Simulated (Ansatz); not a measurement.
# LiBr (Fm-3m): spin-orbit coupling beyond the local functionals

Aim: the spin-orbit change of the gap of LiBr (Fm-3m).

Program: Ansatz 0.2.0. Level of theory: density functionals with and without spin-orbit coupling, plane waves, PAW. Results are calculated unless marked as measured.

### 1. Set-up

The structure is cubic, space group Fm-3m (No. 225). The conventional cell has a = 5.501 Å, b = 5.501 Å, c = 5.501 Å, α = 90.00°, β = 90.00°, γ = 90.00°. Nearest to Li lie 6 Br at 2.75 Å. Br has 6 Li at 2.75 Å nearest. Farther neighbours and most contacts between anions are not listed.

The cell and positions come from the Crystallography Open Database and are kept as given unless a step says otherwise.

### 2. HSE06, 4×4×4 mesh

This step: DFT, HSE06, plane waves, PAW; PAW set soft_1.

The input, input.yaml:

```yaml
crystal:
  lattice:
    - [0.0, 2.75065, 2.75065]
    - [2.75065, 0.0, 2.75065]
    - [2.75065, 2.75065, 0.0]
  atoms:
    - { symbol: Li, position: [0.0, 0.0, 0.0] }
    - { symbol: Br, position: [0.5, 0.5, 0.5] }
kpoints:
  mp_grid: { grid: [4, 4, 4] }
  band_path:
    path:
      - [0.0, 0.0, 0.0]
      - [0.5, 0.0, 0.5]
      - [0.625, 0.25, 0.625]
      - [0.375, 0.375, 0.75]
      - [0.5, 0.5, 0.5]
      - [0.5, 0.25, 0.75]
      - [0.075, 0.075, 0.15]
    npoints: 1
hamiltonian:
  xc: hse06
  pseudopotentials: { kind: paw, azcp: { folder: soft_1 } }
scf:
  occupations: { method: fixed }
  n_extra_bands: 4
output:
  eigenvalues: true
```

The run is started by

```bash
$ ansatz run input.yaml --threads 24 --pin off --max-ram 82944MiB --backend cuda --events-out ev --progress --plain --runs-dir out --devices 1 --max-vram 78GiB
```

Numbers of over 12 decimals in the logs are rounded to 6 here.

Log:

```text
scf.n_extra_bands = 4 over 5 filled bands (N_el = 10.0): the run solves 9 bands
GPUs: using 1 of 1 available (devices: 1).
Engine: ansatz 0.2.0, aarch64-unknown-linux-gnu
Pseudopotentials: kind: paw
Pseudopotential: Li, paw, valence charge 3, recommended cutoff 420 eV (normal), soft_1/Li.paw.azcp
Pseudopotential: Br, paw, valence charge 7, recommended cutoff 420 eV (normal), soft_1/Br.paw.azcp
Functional definition: HSE06
  parameter a = 0.25
  parameter omega = 0.11/bohr
  exchange = pbe_x - a*pbe_x_sr(omega) + a*exact_x_sr(omega)
  correlation = pbe_c
davidson cushion auto → on  (no smearing: the cushion is to keep the highest requested band from converging to the state above it; pin scf.eigensolver.cushion to override)
device memory: the entry about to start is reckoned to put 1.7 GiB on a device that reports 165.0 GiB free (of which the cap on the GPU budget leaves the run 78.0 GiB)
GPU FFT provider: cuFFT
GPU libraries: cuBLAS 13.8.1, cuFFT 12.4.0, cuSOLVER 12.3.2
GPU matrix products: emulated (plane waves: as basis.precision tells), large ones in fixed point in workspaces of 1.00 GiB
Crystal: 2 atoms, lattice volume = 41.623 Å³
Basis set: ecut = 420 eV, 869 PW (Γ)
Bands: 9, of which v1, the nominal top of the filled ones, is band 5 counted from 1 (4 counted from 0)
Symmetry: 48 space group operations
Space group: Fm-3m (ITA 225), of the structure as read, at distance tolerance 3.5e-5 Å
k-points: 8 of 64
Non-local potential: Li, projectors of the file, l = 0: 3, l = 1: 2, l = 2: 1
Non-local potential: Br, projectors of the file, l = 0: 2, l = 1: 2, l = 2: 2
PAW form: soft (Blöchl's): semilocal exchange-correlation on the pseudo side does not see the compensation charge
PAW frozen core: Br, regenerated for the run's functional, and the local potential with it (the file was generated under x = pbe(κ = 0.804, μ = 0.219515), c = pbe(β = 0.066725))
PAW one-centre angular grid: Li, 110 points (default); XC on 160 Gauss nodes
PAW one-centre angular grid: Br, 110 points (default); XC on 64 Gauss nodes
Initial density: superposition of atomic densities (chi_scale 0.1, normalization cell, long waves kept (reshape's long-wave potential 0.00 eV rms))
Initial wavefunctions: pseudopotential atomic-orbital guess
GPU buffer pool allocated for 19683 grid points (all kernels)
GPU transforms: local potential and band sums: pruned to the plane-wave sphere, on 25×25×25
Functional: x = pbe(κ = 0.804, μ = 0.219515), c = pbe(β = 0.066725), warm-up for x = pbe(κ = 0.804, μ = 0.219515) + 0.25 (exact − pbe) at short range (hse, ω = 0.207870 Å⁻¹), c = pbe(β = 0.066725); HSE06 as pw.x's `hse` composes it (authors' and Libxc's form: `xc: wpbeh`)
SCF iter   1: F=—  HF=-2990.955856 eV  |F-HF|=—  |Δ(HF+E_count)|=         —  Δρ=2.43e-2  dr2=1.85e-1  ethr=1.00e-1  ⟨swp⟩=5.5  Hψ=273  notcnv=0
[...]
GPU buffer pool allocated for 19683 grid points (all kernels)
GPU transforms: local potential and band sums: pruned to the plane-wave sphere, on 25×25×25
Exchange kernel: α = 0.2500, screened, ω = 0.2079 Å⁻¹, Wigner–Seitz truncation, v(0) = 1022.6547 eV·Å³, q-mesh 4×4×4, nearest image of the exchange supercell L = 15.56 Å, pair-density grid 15×15×15, without the augmentation charges, whose exchange is taken in its separable form by FFT convolution over the k-point mesh (sized by the pseudopotential files, 24×24×24 at the most), smooth part of the exact exchange by density-matrix convolution in up to 674.7 MiB of GPU memory as planned if the GPU has room (build and FFT work areas not counted)
Frozen-core exchange: fock
SCF iter   1: F=—  HF=-2993.043799 eV  |F-HF|=—  |Δ(HF+E_count)|=         —  Δρ=1.72e-5  dr2=5.37e-8  ethr=2.63e-7  ⟨swp⟩=3.0  Hψ=187  notcnv=0
preconditioner: auto → none  [insulator: Δε(μ)=6.156 eV  Ē_g=14.556 eV  n_scr=8 (ndim 8)  ℏωp=16.3 eV  f_vac=0.001]
SCF iter   2: F=-2993.043799 eV  HF=-2993.043799 eV  |F-HF|=2.42e-9  |Δ(HF+E_count)|=   5.77e-8  Δρ=8.40e-6  dr2=1.14e-8  ethr=5.22e-10  ⟨swp⟩=4.0  Hψ=251  notcnv=0
SCF 3 converged in 2 iterations: F = -2993.043799 eV  dr2 = 1.14e-8
hybrid outer 2: dexx = +5.380e-8 eV, tail = 2.66e-8 eV, Δε = 1.53e-3 eV (about 1.13e-4 eV left of the loop's levels)
device memory: the entry about to start is reckoned to put 0.3 GiB on a device that reports 164.8 GiB free (of which the cap on the GPU budget leaves the run 78.0 GiB)
NSCF: frozen V_eff on 7 k-points
hybrid SCF converged: 2 outer / 7 inner (+3 warm-up), last move |dexx| = 5.38e-8 eV, tail = 2.66e-8 eV
Stability not checked: this state was not tested for a lower state beside it, because the functional holds exact exchange (a hybrid, or Hartree-Fock), whose exchange loop this test does not read (fock_operator; see scf.lower_state_search)
Free energy (F): -2993.043799 eV
Frozen-core exchange: fock
Harris-Foulkes:  -2993.043799 eV  (|F-HF|=2.42e-9)
Internal energy: -2993.043799 eV  (E = F + TS)
E sigma→0 (E₀):  -2993.043799 eV
Fermi energy:    1.234044 eV
--- Per-component energies (eV) ---
  E_band       = -118.780350
  E_kinetic    = 148.441298
  E_local      = -299.215682  (includes V_loc(G=0)·N_el)
  E_nonlocal   = 31.323896
  E_hartree    = 80.870874
  E_xc         = -164.320278
  E_vxc        = -97.664570  (∫ρ·V_xc dr)
  E_exx        = -24.716873  (= α·E_x^exact, valence–valence)
  E_paw        = -2357.138960  (= ΣΔE_a)
  E_vpaw       = -13.973939  (= ΣTr[D̂ρ^β])
  E_aug_tail   = 0.000252  (compensation charges beyond the density's cutoff)
  E_ewald      = -407.925104
  E_core_change = -0.363221  (= ΣΔE_core)
  E_smearing   = -0.000000  (= −TS)
  E_closure    = 0.000000  (closes the sum)
  Σ components = -2993.043799   (vs F -2993.043799, Δ=0.00e0)
--- Band table (eV; the first three rows and the last of 8) ---
  k-point 0: bands = ["-46.0726", "-13.3350", "1.2340", "1.2340", "1.2340", "7.3903", "13.0434", "13.0434", "13.0434"]
  k-point 1: bands = ["-46.0720", "-13.0836", "-0.5519", "1.0825", "1.0825", "8.4317", "11.7658", "11.7658", "12.3050"]
  k-point 2: bands = ["-46.0714", "-12.8037", "-1.8808", "0.9453", "0.9453", "8.0425", "10.6309", "10.6309", "14.5200"]
  k-point 7: bands = ["-46.0708", "-12.5949", "-1.0595", "-1.0595", "0.0129", "10.5231", "11.1577", "11.9833", "11.9833"]
```

Wall time 2.7 s (1 × NVIDIA GB200 (shared by 2 runs) with 24 threads of Arm Neoverse V2, shared host); peak memory 1.1 GiB; 7.1 s of CPU time.

The column dr2 measures how far the density is from self-consistency, as an energy; F and HF (Harris–Foulkes) agree once it is small.

Numbers from this step:

| Quantity | Value |
| --- | --- |
| gap | 6.152 eV |
| valence top at | k = (0.075, 0.075, 0.150) |
| conduction bottom at | Γ |
| least direct gap | 6.156 eV |
| exact-exchange fraction | 0.25 |

The gap is indirect, with the least direct gap 0.004 eV higher.

### 3. HSE06+SOC, 4×4×4 mesh

Spin-orbit coupling can split or shift the edges; a non-collinear run measures by how much.

This step: DFT, HSE06 with spin-orbit coupling, plane waves, PAW; PAW set soft_1.

input.yaml: that of step 2 with these lines changed.

```diff
@@ -22,6 +22,9 @@
   xc: hse06
-  pseudopotentials: { kind: paw, azcp: { folder: soft_1 } }
+  pseudopotentials: { kind: paw_fr, azcp: { folder: soft_1 } }
 scf:
   occupations: { method: fixed }
-  n_extra_bands: 4
+  n_extra_bands: 8
+magnetization:
+  noncollinear: true
+  spin_orbit: true
 output:
```

Log:

```text
[...]
GPUs: using 1 of 1 available (devices: 1).
[...]
non-collinear run that drives no moment, with spin-orbit: no starting moment large enough to seed its density (crystal.atoms[].spin), no starting occupations that ask for one, no magnetisation constraint and no magnetic field, so the semilocal B_xc is pinned to zero
[...]
GPU FFT provider: cuFFT
GPU libraries: cuBLAS 13.8.1, cuFFT 12.4.0, cuSOLVER 12.3.2
[...]
Crystal: 2 atoms, lattice volume = 41.623 Å³
Basis set: ecut = 420 eV, 869 PW (Γ)
Bands: 18, of which v1, the nominal top of the filled ones, is band 10 counted from 1 (9 counted from 0)
Symmetry: 48 space group operations + 48 with time reversal
[...]
k-points: 8 of 64
Projection manifold: j_resolved (fully-relativistic pseudo-atomic orbitals)
[...]
GPU buffer pool allocated for 19683 grid points (all kernels)
[...]
SCF iter   1: F=—  HF=-2991.312392 eV  |F-HF|=—  |Δ(HF+E_count)|=         —  Δρ=2.43e-2  dr2=1.85e-1  dr2_m=0.00e0 (ungated)  ethr=1.00e-1  |M|=0.00e0 ∫|m|=0.00e0 μB  |m|>n=0.0e0 m-floor=0.0e0 τ_xc=0.0e0  β_m=0.30  ⟨swp⟩=5.9  Hψ=536  notcnv=0
[...]
SCF iter   3: F=-2991.314391 eV  HF=-2991.313495 eV  |F-HF|=8.95e-4  |Δ(HF+E_count)|=   4.17e-3  Δρ=2.07e-3  dr2=1.13e-3  dr2_m=0.00e0 (ungated)  ethr=1.13e-5  |M|=0.00e0 ∫|m|=0.00e0 μB  |m|>n=0.0e0 m-floor=0.0e0 τ_xc=0.0e0  ⟨swp⟩=3.0  Hψ=752  notcnv=0  defer=6
SCF 1 stopped early in 3 iterations: F = -2991.314391 eV  dr2 = 1.13e-3
[...]
GPU FFT provider: cuFFT
GPU libraries: cuBLAS 13.8.1, cuFFT 12.4.0, cuSOLVER 12.3.2
[...]
Projection manifold: j_resolved (fully-relativistic pseudo-atomic orbitals)
[...]
GPU buffer pool allocated for 19683 grid points (all kernels)
[...]
Frozen-core exchange: fock
SCF iter   1: F=—  HF=-2992.314844 eV  |F-HF|=—  |Δ(HF+E_count)|=         —  Δρ=4.29e-3  dr2=5.65e-3  dr2_m=0.00e0 (ungated)  ethr=1.13e-4  |M|=0.00e0 ∫|m|=0.00e0 μB  |m|>n=0.0e0 m-floor=0.0e0 τ_xc=0.0e0  β_m=0.30  ⟨swp⟩=4.4  Hψ=528  notcnv=0
[...]
SCF iter   5: F=-2992.316727 eV  HF=-2992.316727 eV  |F-HF|=1.41e-8  |Δ(HF+E_count)|=   3.86e-6  Δρ=3.01e-5  dr2=1.35e-6  dr2_m=0.00e0 (ungated)  ethr=1.36e-7  |M|=0.00e0 ∫|m|=0.00e0 μB  |m|>n=0.0e0 m-floor=0.0e0 τ_xc=0.0e0  ⟨swp⟩=3.0  Hψ=404  notcnv=0
SCF 2 stopped early in 5 iterations: F = -2992.316727 eV  dr2 = 1.35e-6
hybrid outer 1: dexx = +1.765e-3 eV, tail = 7.03e-6 eV
GPU FFT provider: cuFFT
GPU libraries: cuBLAS 13.8.1, cuFFT 12.4.0, cuSOLVER 12.3.2
[...]
Projection manifold: j_resolved (fully-relativistic pseudo-atomic orbitals)
GPU buffer pool allocated for 19683 grid points (all kernels)
[...]
Frozen-core exchange: fock
SCF iter   1: F=—  HF=-2992.316856 eV  |F-HF|=—  |Δ(HF+E_count)|=         —  Δρ=2.73e-5  dr2=2.79e-7  dr2_m=0.00e0 (ungated)  ethr=3.52e-7  |M|=0.00e0 ∫|m|=0.00e0 μB  |m|>n=0.0e0 m-floor=0.0e0 τ_xc=0.0e0  β_m=0.30  ⟨swp⟩=3.0  Hψ=342  notcnv=0
[...]
SCF iter   2: F=-2992.316856 eV  HF=-2992.316856 eV  |F-HF|=1.27e-9  |Δ(HF+E_count)|=   2.48e-8  Δρ=1.06e-5  dr2=2.86e-8  dr2_m=0.00e0 (ungated)  ethr=1.40e-10  |M|=0.00e0 ∫|m|=0.00e0 μB  |m|>n=0.0e0 m-floor=0.0e0 τ_xc=0.0e0  ⟨swp⟩=2.2  Hψ=782  notcnv=0
SCF 3 converged in 2 iterations: F = -2992.316856 eV  dr2 = 2.86e-8
[...]
NSCF: frozen V_eff on 7 k-points
[...]
Magnetization: |M| = 0.0000 μB,  M = (+0.0000, +0.0000, +0.0000) μB
Absolute magnetization: 0.0000 μB (∫|m|)
  site 0: m = (+0.0000, +0.0000, +0.0000) μB, |m| = 0.0000 μB  (R = 1.13 Å)
  site 1: m = (+0.0000, +0.0000, +0.0000) μB, |m| = 0.0000 μB  (R = 1.13 Å)
Free energy (F): -2992.316856 eV
Frozen-core exchange: fock
[...]
Internal energy: -2992.316856 eV  (E = F + TS)
E sigma→0 (E₀):  -2992.316856 eV
Fermi energy:    1.423104 eV
[...]
--- Band table (eV; the first three rows and the last of 8) ---
  k-point 0: bands = [... 6 lower, 1.4231, 1.4231, 1.4231, 1.4231, 7.3902, 7.3902, 13.0401, 13.0401, ... 4 higher]
  k-point 1: bands = [... 6 lower, 0.9220, 0.9220, 1.2680, 1.2680, 8.4317, 8.4317, 11.7628, 11.7628, ... 4 higher]
  k-point 2: bands = [... 6 lower, 0.7678, 0.7678, 1.1282, 1.1282, 8.0422, 8.0422, 10.6293, 10.6293, ... 4 higher]
  k-point 7: bands = [... 6 lower, -0.9332, -0.9332, 0.0408, 0.0408, 10.5182, 10.5182, 11.1575, 11.1575, ... 4 higher]
```

It took 4.2 s on 1 × NVIDIA GB200 (shared by 2 runs) with 24 threads; peak memory 1.3 GiB.

Numbers from this step:

| Quantity | Value |
| --- | --- |
| gap | 5.967 eV |
| valence top at | Γ |
| conduction bottom at | Γ |
| least direct gap | 5.967 eV |
| exact-exchange fraction | 0.25 |

The gap stands −0.18 eV against HSE06, and the valence top moves to Γ.

### 4. Together

Times are wall times on 1 × NVIDIA GB200 (shared by 2 runs) with 24 threads of Arm Neoverse V2, shared host, good to a factor of about two.

| level | gap (eV) | with coupling (eV) | change (eV) | time | with coupling |
| --- | --- | --- | --- | --- | --- |
| HSE06 | 6.15 | 5.97 | −0.18 | 2.7 s | 4.2 s |

### 5. What came out

```json
{
  "HSE06": "6.15 eV",
  "HSE06+SOC": "5.97 eV"
}
```

What this shows: Spin-orbit coupling changes the gap by −0.18 eV and the least direct gap by −0.19 eV.

[Paths, hosts, dates, memory and timing lines, banners, echoed tables and standing remarks are left out of the program output.]

[Logs are printed without paths, hosts, clocks, repeated set-up lines and the standing remarks that a program may print on its own settings, such as how far it seeks lower states.]

[Runs of the session that timed out or met a known fault of the program may be left out.]

[Cells called generated may have been cut or substituted from an entry of the Crystallography Open Database or the Materials Project.]

[Hosts, paths, dates, database ids (printed as entryN), source tags and the programs' standing remarks are cut or masked in the printed files.]
